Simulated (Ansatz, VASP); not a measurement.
Se: VASP beside Ansatz

Contents of INCAR:

```
ALGO     = Normal         # electronic algorithm
EDIFF    = 1E-6           # SCF threshold, eV
ENCUT    = 520            # plane-wave cutoff, eV
GGA      = RP             # functional
ISIF     = 2              # what is computed and relaxed
ISMEAR   = -1             # smearing method
LASPH    = T              # aspherical terms in the spheres
LCHARG   = F              # write CHGCAR
LREAL    = F              # projectors in reciprocal space
LWAVE    = F              # write WAVECAR
NBANDS   = 9              # bands
NELM     = 100            # most SCF steps
PREC     = Accurate       # precision mode
SIGMA    = 0.1            # smearing width, eV
```

Contents of KPOINTS:

```
k-points
0
Gamma
  12 12 12
```

File POSCAR:

```
Se
1.0
    2.9652789354      0.0000000000      0.0000000000
    0.0000000000      2.9652789354      0.0000000000
    0.0000000000      0.0000000000      2.9652789354
Se
1
Direct
    0.0000000000      0.0000000000      0.0000000000
```

Input for Ansatz:

```yaml
crystal:
  lattice:
    - [2.9652789354, 0.0, 0.0]
    - [0.0, 2.9652789354, 0.0]
    - [0.0, 0.0, 2.9652789354]
  atoms:
    - { symbol: Se, position: [0.0, 0.0, 0.0] }
hamiltonian:
  xc: rpbe
  pseudopotentials:
    kind: paw
    azcp:
      Se: "pseudopotentials/Se.paw.azcp"
basis:
  ecutwfc: 420
  fft_grid_basis: typed
kpoints:
  mp_grid: { grid: [12, 12, 12], shift: [0, 0, 0] }
magnetization:
  spin_polarized: false
scf:
  occupations: { method: fermi_dirac, width: 0.1 }
  lower_state_search: "off"
output:
  stress: true
```

Alike in both runs: task single point; functional RPBE; k mesh 12 × 12 × 12; occupations fermi-dirac, width 0.1 eV; no spin polarisation.

|  | VASP | Ansatz |
| --- | --- | --- |
| version | VASP 6.6.1 | Ansatz 0.2.0 |
| potentials or method | VASP PAW PBE potentials, release 64 (Se) | plane waves (420 eV) with PAW, scalar-relativistic |
| plane-wave cutoff (eV) | 520 | 420 |
| valence electrons in the cell | 6 | 16 |

```csv
,VASP,Ansatz,Ansatz less VASP
pressure (GPa),-5.5,-5.5,+0.02
```

The two sets of potentials don't hold the same shells in valence.

Caveats: the PAW data sets were made with another functional, which shifts forces and pressure a little (VASP).
